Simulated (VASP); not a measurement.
Method: optB88-vdW, VASP's PBE PAW potentials (set 64) (plane waves; VASP).

VASP ran on this input.

### INCAR
```
SYSTEM = ZnTe
PREC = Accurate
ENCUT = 520
EDIFF = 1E-7
NELM = 100
ALGO = Normal
LREAL = .FALSE.
LASPH = .TRUE.
ISMEAR = 0
SIGMA = 0.05
GGA = BO
PARAM1 = 0.1833333333
PARAM2 = 0.22
LUSE_VDW = .TRUE.
AGGAC = 0.0
LMAXMIX = 4
LWAVE = .FALSE.
LCHARG = .FALSE.
ISIF = 2
```

POSCAR:
```
ZnTe
1.0
  0.0000000000   3.1143102862   3.1143102862
  3.1143102862   0.0000000000   3.1143102862
  3.1143102862   3.1143102862   0.0000000000
Zn Te
1 1
Cartesian
  0.0000000000   0.0000000000   0.0000000000
  1.5571551431   1.5571551431   1.5571551431
```

### KPOINTS
```
Regular mesh
0
G
  8 8 8
0 0 0
```

POTCAR, in this order: Zn Te (PBE.64 set). Program: vasp_std.

The run wrote:

File OSZICAR:
```
       N       E                     dE             d eps       ncg     rms          rms(c)
DAV:   1     0.836736673768E+02    0.83674E+02   -0.85305E+03   754   0.142E+03
DAV:   2     0.443560750832E+01   -0.79238E+02   -0.76730E+02   799   0.257E+02
DAV:   3    -0.142968239405E+00   -0.45786E+01   -0.45589E+01   974   0.615E+01
DAV:   4    -0.207781109223E+00   -0.64813E-01   -0.64800E-01   918   0.728E+00
DAV:   5    -0.208889729335E+00   -0.11086E-02   -0.11086E-02   917   0.762E-01    0.418E+00
DAV:   6    -0.519178249658E-01    0.15697E+00   -0.49290E-01  1076   0.175E+01    0.323E+00
DAV:   7    -0.418507932511E-01    0.10067E-01   -0.95095E-02   834   0.344E+00    0.122E+00
DAV:   8    -0.422710892774E-01   -0.42030E-03   -0.41069E-03  1052   0.658E-01    0.325E-01
DAV:   9    -0.423814368019E-01   -0.11035E-03   -0.89512E-04   779   0.279E-01    0.838E-02
DAV:  10    -0.424155672324E-01   -0.34130E-04   -0.93869E-05   912   0.670E-02    0.201E-02
DAV:  11    -0.424159562169E-01   -0.38898E-06   -0.19640E-05   854   0.404E-02    0.113E-02
DAV:  12    -0.424165404700E-01   -0.58425E-06   -0.18517E-06   819   0.118E-02    0.977E-03
DAV:  13    -0.424163041046E-01    0.23637E-06   -0.23829E-07   811   0.447E-03    0.241E-03
DAV:  14    -0.424164320227E-01   -0.12792E-06   -0.61790E-08   457   0.214E-03    0.380E-03
DAV:  15    -0.424164240439E-01    0.79788E-08   -0.15023E-08   407   0.148E-03
   1 F= -.42416424E-01 E0= -.42416424E-01  d E =-.291212E-16
```

### OUTCAR
```
------------------------ aborting loop because EDIFF is reached ----------------------------------------
  FORCE on cell =-STRESS in cart. coord.  units (eV):
  Direction    XX          YY          ZZ          XY          YZ          ZX
  --------------------------------------------------------------------------------------
  Total       -0.4637019     -0.4637019     -0.4637019      0.0000000     -0.0000000     -0.0000000
  in kB      -12.2979817    -12.2979817    -12.2979817      0.0000000     -0.0000000     -0.0000000
  external PRESSURE =     -12.2979817 kB  Pullay stress =       0.0000000 kB
  volume of cell :       60.41
      direct lattice vectors                 reciprocal lattice vectors
     0.000000000  3.114310286  3.114310286    -0.160549192  0.160549192  0.160549192
     3.114310286  0.000000000  3.114310286     0.160549192 -0.160549192  0.160549192
     3.114310286  3.114310286  0.000000000     0.160549192  0.160549192 -0.160549192
 POSITION                                       TOTAL-FORCE (eV/Angst)
 -----------------------------------------------------------------------------------
      0.00000      0.00000      0.00000        -0.000000      0.000000     -0.000000
      1.55716      1.55716      1.55716         0.000000     -0.000000      0.000000
 -----------------------------------------------------------------------------------
    total drift:                                0.000001      0.000001      0.000001
  FREE ENERGIE OF THE ION-ELECTRON SYSTEM (eV)
  ---------------------------------------------------
  free  energy   TOTEN  =        -0.0424164240 eV

  energy  without entropy=       -0.0424164240  energy(sigma->0) =       -0.04241642
```
(Selected blocks of OUTCAR.)

File OUTCAR:
```
 val. band max:        2.4789565159   @ k =   0.0000   0.0000   0.0000

 cond. band min:       3.3233529922   @ k =   0.0000   0.0000   0.0000


 Fermi energy:         2.7499138708

 k-point     1 :       0.0000    0.0000    0.0000
  band No.  band energies     occupation
      1      -8.9562      2.00000
      2      -4.3587      2.00000
      3      -4.3587      2.00000
      4      -4.3587      2.00000
      5      -4.1678      2.00000
      6      -4.1678      2.00000
      7       2.4790      2.00000
      8       2.4790      2.00000
      9       2.4790      2.00000
     10       3.3234      0.00000
     11       6.9378      0.00000
     12       6.9378      0.00000
     13       6.9378      0.00000

 k-point     2 :       0.1250    0.0000    0.0000
  band No.  band energies     occupation
      1      -8.8623      2.00000
      2      -4.3507      2.00000
      3      -4.3507      2.00000
      4      -4.3464      2.00000
      5      -4.1687      2.00000
      6      -4.1687      2.00000
      7       1.1331      2.00000
      8       2.3337      2.00000
      9       2.3337      2.00000
     10       4.2212      0.00000
     11       7.0339      0.00000
     12       7.1694      0.00000
     13       7.1694      0.00000

 k-point     3 :       0.2500    0.0000    0.0000
  band No.  band energies     occupation
      1      -8.6160      2.00000
      2      -4.3327      2.00000
      3      -4.3327      2.00000
      4      -4.2912      2.00000
      5      -4.1689      2.00000
      6      -4.1689      2.00000
      7      -0.4876      2.00000
      8       2.0323      2.00000
      9       2.0323      2.00000
     10       4.3990      0.00000
     11       7.5353      0.00000
     12       7.5353      0.00000
     13       8.1487      0.00000

 k-point     4 :       0.3750    0.0000    0.0000
  band No.  band energies     occupation
      1      -8.3350      2.00000
      2      -4.3178      2.00000
      3      -4.3178      2.00000
...
```

Unless said otherwise, spin-orbit coupling is left out, though it shifts the bands of the heavy elements here.

The compound is ZnTe in the zinc blende structure. This cell is one point of a volume scan, at 1.03 of the reference volume.
